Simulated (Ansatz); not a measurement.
Consider the following.

```
GeO2
1.0
    5.02664     0.00000     0.00000
   -2.51332     4.35319     0.00000
    0.00000     0.00000     5.71840
Ge O
3 6
Direct
  0.45409   0.00000   0.33333
  0.00000   0.45409   0.66667
  0.54591   0.54591   0.00000
  0.39871   0.29940   0.24074
  0.70060   0.09931   0.57407
  0.90069   0.60129   0.90741
  0.09931   0.70060   0.42593
  0.29940   0.39871   0.75926
  0.60129   0.90069   0.09259
```

No spin polarisation.

Calculations: r2SCAN (Ansatz, a quantum-chemistry and plane-wave program; PAW; 500 eV plane waves; no spin-orbit coupling). Γ-centred 8×8×6 mesh, Fermi–Dirac width 0.05 eV.

Question: What band gap does the calculation give?

Answer: 4.18 eV.

Question: What is the computed pressure (mean of the normal stresses, compression positive)?

Answer: -0.94 GPa.

The cells carry an imposed strain or load. Stability against distortions was not tested. The cell was made from GeO2 (space group P3_121, No. 152) by this change: isotropic strain +0.76 %.
